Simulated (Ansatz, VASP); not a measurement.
# Si55C53 (Si_C2) in two plane-wave programs

Aim: how closely do two programs agree when they are given the same cell, functional and k mesh? Of the first pair: The structure shown is the start of the Ansatz relaxation below; VASP solves that cell, so the two are compared at the walk's first step.

Method: plane waves, with VASP 6.6.1 beside it; single point at r2SCAN, in Ansatz 0.2.0.

## Step 1: The structure

The cell holds 108 atoms: 55 Si and 53 C. Its edges and angles: a = 9.236 Å, b = 9.236 Å, c = 15.108 Å, α = 90.0°, β = 90.0°, γ = 120.0°. It derives from SiC (SiC (P6_3mc)). Nearest the centre at fractional (0.667, 0.667, 0.374): Si55 at 0.05 Å, Si26 at 1.88 Å, Si53 at 1.90 Å, Si50 at 1.92 Å, Si32 at 1.93 Å, C93 at 3.03 Å, C106 at 3.03 Å, C107 at 3.06 Å. The cell carries charge +1.

## Step 2: Ansatz: relaxation, r2SCAN

Ansatz runs on its PAW soft_1 files.

The two programs are compared at the cell with which this relaxation starts, whose forces are those of its first step.

Contents of input.yaml:

```yaml
crystal:
  lattice:
    - [9.23599493, 0.0, 0.0]
    - [-4.61799746, 7.99860624, 0.0]
    - [0.0, 0.0, 15.1078644]
  atoms:
    - { symbol: Si, position: [0.11111111, 0.22222222, 0.8329854] }
    - { symbol: Si, position: [0.22222222, 0.11111111, 0.3329854] }
[... 2 atom lines left out ...]
    - { symbol: Si, position: [0.0, 0.0, 0.49972248] }
[... 2 atom lines left out ...]
    - { symbol: C, position: [0.0, 0.0, 0.37436694] }
[... 5 atom lines left out ...]
    - { symbol: Si, position: [0.22222222, 0.44444444, 0.3329854] }
[... 1 atom line left out ...]
    - { symbol: Si, position: [0.11111111, 0.55555556, 0.16650102] }
    - { symbol: Si, position: [0.0, 0.33333333, 0.49972248] }
[... 2 atom lines left out ...]
    - { symbol: C, position: [0.0, 0.33333333, 0.37436694] }
[... 1 atom line left out ...]
    - { symbol: C, position: [0.22222222, 0.44444444, 0.20799668] }
[... 3 atom lines left out ...]
    - { symbol: Si, position: [0.22222222, 0.77777778, 0.3329854] }
    - { symbol: Si, position: [0.22222222, 0.77777778, 0.66650102] }
    - { symbol: Si, position: [0.11111111, 0.88888889, 0.16650102] }
    - { symbol: Si, position: [0.0, 0.66666667, 0.49972248] }
[... 2 atom lines left out ...]
    - { symbol: C, position: [0.0, 0.66666667, 0.37436694] }
    - { symbol: C, position: [0.11111111, 0.88888889, 0.70799668] }
    - { symbol: C, position: [0.22222222, 0.77777778, 0.20799668] }
    - { symbol: C, position: [0.22222222, 0.77777778, 0.54152848] }
[... 2 atom lines left out ...]
    - { symbol: Si, position: [0.55555556, 0.11111111, 0.3329854] }
[... 2 atom lines left out ...]
    - { symbol: Si, position: [0.33333333, 0.0, 0.49972248] }
[... 2 atom lines left out ...]
    - { symbol: C, position: [0.33333333, 0.0, 0.37436694] }
[... 1 atom line left out ...]
    - { symbol: C, position: [0.55555556, 0.11111111, 0.20799668] }
    - { symbol: C, position: [0.55555556, 0.11111111, 0.54152848] }
[... 2 atom lines left out ...]
    - { symbol: Si, position: [0.55555556, 0.44444444, 0.3329854] }
    - { symbol: Si, position: [0.55555556, 0.44444444, 0.66650102] }
    - { symbol: Si, position: [0.44444444, 0.55555556, 0.16650102] }
    - { symbol: Si, position: [0.33333333, 0.33333333, 0.49972248] }
[... 1 atom line left out ...]
    - { symbol: C, position: [0.33333333, 0.33333333, 0.87436694] }
[... 1 atom line left out ...]
    - { symbol: C, position: [0.44444444, 0.55555556, 0.70799668] }
[... 1 atom line left out ...]
    - { symbol: C, position: [0.55555556, 0.44444444, 0.54152848] }
[... 5 atom lines left out ...]
    - { symbol: Si, position: [0.33333333, 0.66666667, 0.49972248] }
    - { symbol: Si, position: [0.33333333, 0.66666667, 0.99972248] }
[... 2 atom lines left out ...]
    - { symbol: C, position: [0.44444444, 0.88888889, 0.70799668] }
[... 11 atom lines left out ...]
    - { symbol: C, position: [0.77777778, 0.22222222, 0.70799668] }
[... 1 atom line left out ...]
    - { symbol: C, position: [0.88888889, 0.11111111, 0.54152848] }
    - { symbol: C, position: [0.77777778, 0.22222222, 0.04152848] }
[... 2 atom lines left out ...]
    - { symbol: Si, position: [0.88888889, 0.44444444, 0.66650102] }
[... 1 atom line left out ...]
    - { symbol: Si, position: [0.66666667, 0.33333333, 0.49972248] }
    - { symbol: Si, position: [0.66666667, 0.33333333, 0.99972248] }
[... 2 atom lines left out ...]
    - { symbol: C, position: [0.77777778, 0.55555556, 0.70799668] }
[... 1 atom line left out ...]
    - { symbol: C, position: [0.88888889, 0.44444444, 0.54152848] }
    - { symbol: C, position: [0.77777778, 0.55555556, 0.04152848] }
[... 2 atom lines left out ...]
    - { symbol: Si, position: [0.88888889, 0.77777778, 0.66650102] }
[... 1 atom line left out ...]
    - { symbol: Si, position: [0.66666667, 0.66666667, 0.49972248] }
    - { symbol: Si, position: [0.66666667, 0.66666667, 0.99972248] }
[... 3 atom lines left out ...]
    - { symbol: C, position: [0.88888889, 0.77777778, 0.20799668] }
    - { symbol: C, position: [0.88888889, 0.77777778, 0.54152848] }
    - { symbol: C, position: [0.77777778, 0.88888889, 0.04152848] }
  host:
    repeats: [3, 3, 1]
    atoms:
      - { symbol: Si, position: [0.33333333, 0.66666667, 0.8329854] }
      - { symbol: Si, position: [0.66666667, 0.33333333, 0.3329854] }
      # ... 10 more atoms of the perfect host
total_charge: 1
basis:
  ecutwfc: 500
  xc_grid: 2
hamiltonian:
  xc: r2scan
  pseudopotentials: { kind: paw, azcp: { folder: soft_1 } }
kpoints:
  mp_grid: { grid: [1, 1, 1], shift: [0.25, 0.25, 0.25] }
magnetization:
  spin_polarized: true
  initial_magnetization: 1
  spin_locking: { lock_magnetization: hard }
scf:
  occupations: { method: fixed }
  max_iter: 100
output:
  forces: true
  charged_corrections:
    epsilon: [7.09, 7.09, 7.35]
    static_epsilon: [10.43, 10.43, 10.95]
    defect_position: [0.666667, 0.666667, 0.374367]
relax:
  f_tol: 0.02
  max_steps: 80
  random_displacement: { amplitude: 0.05, seed: 248 }
checkpoint:
  write: "../qp1_M1.relax.run"
  compress: false
  write_wavefunctions: true
  write_every: 100000
```

On the command line:

```console
$ ansatz run input.yaml --threads 8 --pin off --max-ram 15073MiB --backend cpu --events-out ev --progress --plain --runs-dir out
```

Numbers of over 12 decimals in the logs are rounded to 6 here.

Output:

```text
Warning: This run holds its total moment fixed (magnetization.spin_locking.lock_magnetization: hard) and mixes its density by anderson or broyden (scf.mixing.algorithm, typed or taken by auto). Slabs with a fixed moment have converged under broyden above another state at the same moment, at the default mixing steps and at smaller ones, and under scf.lower_state_search: standard, light or off a state that such a mixer [...]
Engine: ansatz 0.2.0, aarch64-unknown-linux-gnu
Pseudopotentials: kind: paw
Pseudopotential: Si, paw, valence charge 4, recommended cutoff 500 eV (meta_gga), soft_1/Si.paw.azcp
Pseudopotential: C, paw, valence charge 4, recommended cutoff 500 eV (meta_gga), soft_1/C.paw.azcp
Functional definition: r2SCAN
  parameter k0 = 0.174
  parameter k1 = 0.065
  parameter a1 = 4.9479
  exchange = r2scan_x(k0 = k0, k1 = k1, a1 = a1)
  correlation = r2scan_c
Crystal: 108 atoms, lattice volume = 1116.095 Å³
Basis set: ecut = 500 eV, 28399 PW (Γ), exchange–correlation on 144×144×240 points (8 copies of the dense FFT grid, shifted against one another)
Bands: 324, of which v1, the nominal top of the filled ones, is band 216 counted from 1 (215 counted from 0)
Symmetry: 1 space group operations
k-points: 1
Non-local potential: Si, projectors of the file, l = 0: 2, l = 1: 2, l = 2: 1
Non-local potential: C, projectors of the file, l = 0: 2, l = 1: 2, l = 2: 1
PAW form: soft (Blöchl's): semilocal exchange-correlation on the pseudo side does not see the compensation charge
PAW frozen core: Si, regenerated for the run's functional (the file was generated under x = pbe(κ = 0.804, μ = 0.219515), c = pbe(β = 0.066725))
PAW frozen core: C, regenerated for the run's functional (the file was generated under x = pbe(κ = 0.804, μ = 0.219515), c = pbe(β = 0.066725))
PAW one-centre angular grid: Si, 302 points (default); XC on 160 Gauss nodes
PAW one-centre angular grid: C, 302 points (default); XC on 219 of its mesh's 2255 points in the sphere
Initial density: superposition of atomic densities (chi_scale 0.1, normalization cell)
Starting moments: Σ|m| = 1 μB on 108 of 108 sites
Initial wavefunctions: pseudopotential atomic-orbital guess
Functional: x = r2scan, c = r2scan; τ floored in thin density (d = 2e-4 eV/Å³)
SCF iter   1: F=—  HF=-48592.755806 eV  |F-HF|=—  |Δ(HF+E_count)|=         —  Δρ=7.21e-2 (↑7.21e-2 ↓7.16e-2)  dr2=2.85e2  dr2_τ=7.34e0  dr2_m=3.51e-2  M=1.000 μB ∫|m|=1.008 μB  β_m=1.20  ethr=3.10e-3  ⟨swp⟩=5.0  Hψ=2224  notcnv=0  defer=206
preconditioner: auto → Resta (q_TF=auto, 2.328 Å⁻¹)  ε∞=3.9  [insulator: Δε(μ)=0.103 eV  Ē_g=13.656 eV  n_scr=244 (ndim 8)  ℏωp=23.1 eV  f_vac=0.000  ε∞_Penn≈3.9]
spin=Collinear: Resta preconditioning applied to the charge; magnetization (m = ρ↑ − ρ↓) channel mixes plain (no charge-response kernel on spin).
SCF iter   2: F=—  HF=-48536.675143 eV  |F-HF|=—  |Δ(HF+E_count)|=    5.61e1  Δρ=4.19e-2 (↑4.19e-2 ↓4.17e-2)  dr2=9.26e1  dr2_τ=3.96e-1  dr2_m=1.09e-2  M=1.000 μB ∫|m|=1.152 μB  β_m=1.20  ethr=3.10e-3  ⟨swp⟩=3.0  Hψ=1109  notcnv=0  defer=212  κ⁻¹=1.0e0(r=1)
SCF iter   3: F=—  HF=-48519.642945 eV  |F-HF|=—  |Δ(HF+E_count)|=    1.70e1  Δρ=1.60e-2 (↑1.60e-2 ↓1.60e-2)  dr2=8.49e0  dr2_τ=3.55e-2  dr2_m=6.53e-3  M=1.000 μB ∫|m|=1.289 μB  β_m=1.20  ethr=3.10e-3  ⟨swp⟩=3.0  Hψ=891  notcnv=0  defer=211  κ⁻¹=6.3e-2(r=2)
SCF iter   4: F=—  HF=-48520.299311 eV  |F-HF|=—  |Δ(HF+E_count)|=   6.56e-1  Δρ=1.04e-2 (↑1.04e-2 ↓1.03e-2)  dr2=2.82e0  dr2_τ=1.46e-2  dr2_m=6.21e-4  M=1.000 μB ∫|m|=1.225 μB  β_m=1.20  ethr=1.97e-3  ⟨swp⟩=3.0  Hψ=998  notcnv=0  defer=212  κ⁻¹=5.4e-3(r=3)
SCF iter   5: F=—  HF=-48520.714881 eV  |F-HF|=—  |Δ(HF+E_count)|=   4.16e-1  Δρ=2.68e-3 (↑2.38e-3 ↓2.68e-3)  dr2=3.41e-1  dr2_τ=1.32e-3  dr2_m=2.89e-3  M=1.000 μB ∫|m|=1.176 μB  β_m=1.20  ethr=6.54e-4  ⟨swp⟩=4.0  Hψ=777  notcnv=0  defer=212  κ⁻¹=3.2e-4(r=4)
SCF iter   6: F=—  HF=-48520.724858 eV  |F-HF|=—  |Δ(HF+E_count)|=   9.98e-3  Δρ=1.33e-3 (↑1.18e-3 ↓1.33e-3)  dr2=5.70e-2  dr2_τ=6.16e-4  dr2_m=6.44e-3  M=1.000 μB ∫|m|=1.192 μB  β_m=1.20  ethr=7.92e-5  ⟨swp⟩=4.0  Hψ=777  notcnv=0  defer=213  κ⁻¹=1.9e-4(r=5)
SCF iter   7: F=—  HF=-48520.741687 eV  |F-HF|=—  |Δ(HF+E_count)|=   1.68e-2  Δρ=7.02e-4 (↑5.73e-4 ↓7.02e-4)  dr2=2.26e-2  dr2_τ=1.13e-4  dr2_m=7.05e-4  M=1.000 μB ∫|m|=1.182 μB  β_m=1.20  ethr=1.32e-5  ⟨swp⟩=3.0  Hψ=774  notcnv=0  defer=213  κ⁻¹=4.9e-5(r=6)
[...]
- { symbol: Si, position: [0.222149, 0.110447, 0.667518] }
    - { symbol: Si, position: [0.110656, 0.221870, 0.165548] }
    - { symbol: Si, position: [0.000149586, 0.000239325, 0.500794] }
    - { symbol: Si, position: [0.000404925, -0.000292293, 0.998738] }
    - { symbol: C, position: [0.000641758, -0.000692005, 0.874254] }
    - { symbol: C, position: [0.00429703, 0.00649975, 0.374782] }
    - { symbol: C, position: [0.111034, 0.221624, 0.707881] }
    - { symbol: C, position: [0.221903, 0.110659, 0.206980] }
    - { symbol: C, position: [0.222011, 0.110678, 0.542338] }
    - { symbol: C, position: [0.110952, 0.221662, 0.041261] }
    - { symbol: Si, position: [0.111059, 0.554524, 0.832764] }
    - { symbol: Si, position: [0.219634, 0.443135, 0.332280] }
    - { symbol: Si, position: [0.221988, 0.444069, 0.666796] }
    - { symbol: Si, position: [0.110159, 0.554876, 0.165627] }
    - { symbol: Si, position: [-0.000964706, 0.333667, 0.499739] }
    - { symbol: Si, position: [3.9474490730162515e-5, 0.332573, 0.999157] }
    - { symbol: C, position: [0.000347932, 0.332268, 0.874228] }
    - { symbol: C, position: [-0.00177798, 0.334401, 0.374274] }
    - { symbol: C, position: [0.110914, 0.554819, 0.707891] }
    - { symbol: C, position: [0.221214, 0.444205, 0.207845] }
    - { symbol: C, position: [0.221772, 0.444375, 0.541233] }
    - { symbol: C, position: [0.110834, 0.554862, 0.041330] }
    - { symbol: Si, position: [0.111985, 0.888299, 0.833778] }
    - { symbol: Si, position: [0.221339, 0.779352, 0.331753] }
    - { symbol: Si, position: [0.222135, 0.777684, 0.667548] }
    - { symbol: Si, position: [0.113791, 0.890289, 0.162263] }
    - { symbol: Si, position: [-0.000160583, 0.667783, 0.501064] }
    - { symbol: Si, position: [0.000104556, 0.665594, 0.998832] }
    - { symbol: C, position: [0.000497705, 0.665424, 0.874324] }
    - { symbol: C, position: [0.0022756, 0.667588, 0.374788] }
    - { symbol: C, position: [0.112900, 0.889105, 0.709901] }
    - { symbol: C, position: [0.222012, 0.778090, 0.207033] }
    - { symbol: C, position: [0.222065, 0.778097, 0.542163] }
    - { symbol: C, position: [0.112561, 0.888993, 0.039204] }
    - { symbol: Si, position: [0.444336, 0.220618, 0.833797] }
    - { symbol: Si, position: [0.553216, 0.111225, 0.331735] }
    - { symbol: Si, position: [0.554960, 0.110449, 0.667549] }
    - { symbol: Si, position: [0.442249, 0.218778, 0.162278] }
    - { symbol: Si, position: [0.332635, 4.286594534477175e-5, 0.500453] }
    - { symbol: Si, position: [0.333476, -0.000789525, 0.997372] }
    - { symbol: C, position: [0.333777, -0.00115179, 0.874187] }
    - { symbol: C, position: [0.332332, 0.00027984, 0.374394] }
    - { symbol: C, position: [0.443522, 0.219659, 0.709901] }
    - { symbol: C, position: [0.554423, 0.110537, 0.207030] }
    - { symbol: C, position: [0.554623, 0.110633, 0.542143] }
    - { symbol: C, position: [0.443632, 0.220129, 0.039233] }
    - { symbol: Si, position: [0.444163, 0.554490, 0.833555] }
    - { symbol: Si, position: [0.535594, 0.414033, 0.324809] }
[...]
- { symbol: Si, position: [0.667018, 0.332520, 0.998841] }
[...]
- { symbol: C, position: [0.887874, 0.444648, 0.207906] }
    - { symbol: C, position: [0.888027, 0.444712, 0.541263] }
    - { symbol: C, position: [0.777698, 0.554941, 0.040790] }
    - { symbol: Si, position: [0.778101, 0.888447, 0.833552] }
    - { symbol: Si, position: [0.918529, 0.796934, 0.324791] }
    - { symbol: Si, position: [0.891905, 0.779143, 0.670271] }
    - { symbol: Si, position: [0.779047, 0.890674, 0.164388] }
    - { symbol: Si, position: [0.666358, 0.666241, 0.519422] }
    - { symbol: Si, position: [0.666688, 0.665927, 0.999088] }
    - { symbol: C, position: [0.666963, 0.665659, 0.874444] }
    - { symbol: Si, position: [0.666975, 0.665783, 0.376300] }
    - { symbol: C, position: [0.777950, 0.888757, 0.709078] }
    - { symbol: C, position: [0.893356, 0.780778, 0.202833] }
    - { symbol: C, position: [0.894196, 0.781029, 0.546706] }
    - { symbol: C, position: [0.777890, 0.888760, 0.040577] }
```

In the SCF lines HF is the Harris–Foulkes energy and dr2 the Hartree energy of the density residual, in eV; the loop may stop once dr2 is under the threshold and the program's other checks hold. Hψ counts applications of the Hamiltonian.

[end of part 1 of 3]

[Lines on the potential files, build, host, timing and source positions are cut from VASP's logs without a mark.]

[Logs are printed without paths, hosts, clocks, repeated set-up lines and the standing remarks that a program may print on its own settings, such as how far it seeks lower states.]

[Hosts, paths, dates, database ids (printed as entryN), source tags and the programs' standing remarks are cut or masked in the printed files.]
